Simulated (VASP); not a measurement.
**CdGeAs2: band structure with PBE**

**The experiment to reproduce.**

From a printed reference work, data compilation, original work of 1975, for a bulk crystal of CdGeAs2 at 300 K: band gap 0.57 eV (direct).

The system is CdGeAs2.

```
Cd As Ge
1.0
    -2.98887    2.98887    5.66430
     2.98887   -2.98887    5.66430
     2.98887    2.98887   -5.66430
Cd As Ge
2 4 2
Cartesian
  0.0000 0.0000 5.6643
  2.9889 0.0000 2.8321
  1.4944 1.3224 -1.4161
  1.6665 -1.4944 7.0804
  1.4944 1.6665 4.2482
  1.3224 4.4833 1.4161
  0.0000 2.9889 2.8321
  0.0000 0.0000 0.0000
```

The cell is a database's computed one.

| Quantity | Value |
| --- | --- |
| Program | VASP 6.6.1 |
| Task | band structure |
| Functional | PBE |
| Potentials or basis | VASP PAW PBE potentials, release 64 (Cd, As, Ge_d) |
| Cutoff | 520 eV |
| k mesh | 6 × 6 × 6 |
| Occupations | gaussian, width 0.02 eV |
| Spin | no spin polarisation |
| Ladder | gaps |
| Further INCAR settings | ALGO = Fast; EDIFF = 1e-06; NBANDS = 46 |

| Property | Result |
| --- | --- |
| Pressure | 2.4 GPa |
| Largest force | 0.134 eV/Å |
| Band gap on the k mesh | 0.19 eV, indirect (least direct gap 0.21 eV) |
| Band gap along the path | 0.02 eV, indirect (least direct gap 0.12 eV) |

Forces on the atoms (eV/Å):
```
Cd   0.000  0.000  0.000
Cd   0.000  0.000  0.000
As   0.000  0.134  0.000
As  -0.134  0.000  0.000
As   0.000 -0.134  0.000
As   0.134  0.000  0.000
Ge   0.000  0.000  0.000
Ge   0.000  0.000  0.000
```

Stress tensor (GPa, compression positive):
```
2.43 0.00 0.00
0.00 2.43 0.00
0.00 0.00 2.31
```

Levels at the corners of the path, in eV from the valence-band top:
```tsv
point	band 32	band 33	band 34	band 35	band 36	band 37	band 38	band 39	band 40	band 41
Γ	-2.16	-2.16	-0.27	-0.19	-0.19	0.02	1.29	1.69	2.84	2.84
X	-1.84	-1.12	-1.12	-0.63	-0.63	0.63	0.63	2.40	2.40	3.76
X	-1.84	-1.12	-1.12	-0.63	-0.63	0.63	0.63	2.40	2.40	3.76
Y	-2.17	-1.22	-1.22	-0.95	-0.95	1.03	1.03	2.86	2.86	3.34
Y	-2.17	-1.22	-1.22	-0.95	-0.95	1.03	1.03	2.86	2.86	3.34
S	-2.70	-2.10	-1.80	-1.05	-0.54	1.37	1.93	2.06	2.69	3.62
S	-2.70	-2.10	-1.80	-1.05	-0.54	1.37	1.93	2.06	2.69	3.62
Γ	-2.16	-2.16	-0.27	-0.19	-0.19	0.02	1.29	1.69	2.84	2.84
Γ	-2.16	-2.16	-0.27	-0.19	-0.19	0.02	1.29	1.69	2.84	2.84
Z	-2.33	-1.89	-1.89	-1.03	-1.03	1.36	1.36	1.60	1.60	2.64
Z	-2.33	-1.89	-1.89	-1.03	-1.03	1.36	1.36	1.60	1.60	2.64
S1	-2.70	-2.10	-1.80	-1.05	-0.54	1.37	1.93	2.06	2.69	3.62
S1	-2.70	-2.10	-1.80	-1.05	-0.54	1.37	1.93	2.06	2.69	3.62
N	-2.66	-2.15	-1.57	-1.29	-0.71	1.72	1.97	2.61	3.38	3.78
N	-2.66	-2.15	-1.57	-1.29	-0.71	1.72	1.97	2.61	3.38	3.78
P	-2.26	-1.06	-1.06	-1.02	-1.02	1.35	1.35	1.97	1.97	3.82
P	-2.26	-1.06	-1.06	-1.02	-1.02	1.35	1.35	1.97	1.97	3.82
Y1	-2.17	-1.22	-1.22	-0.95	-0.95	1.03	1.03	2.86	2.86	3.34
Y1	-2.17	-1.22	-1.22	-0.95	-0.95	1.03	1.03	2.86	2.86	3.34
Z	-2.33	-1.89	-1.89	-1.03	-1.03	1.36	1.36	1.60	1.60	2.64
X	-1.84	-1.12	-1.12	-0.63	-0.63	0.63	0.63	2.40	2.40	3.76
P	-2.26	-1.06	-1.06	-1.02	-1.02	1.35	1.35	1.97	1.97	3.82
```

It took 7.3 min on 2 MPI ranks on Intel(R) Xeon(R) 6975P-C (Granite Rapids), with other jobs on the host, peak memory 0.56 GiB a rank.

A measured direct gap of CdGeAs2 is 0.57 eV (direct; 300 K; a printed reference work, data compilation, original work of 1975); the calculated 0.12 eV misses it by -0.45 eV. Spin-orbit coupling on As, Cd, Ge is left out. The value is that of PBE, without temperature or zero-point motion. Semilocal functionals fall short of measured gaps as a rule. The cell is a database's relaxed one, not the measured one, which moves gaps too.

Caveat: the mesh misses the band edges, which the band path finds closer together.
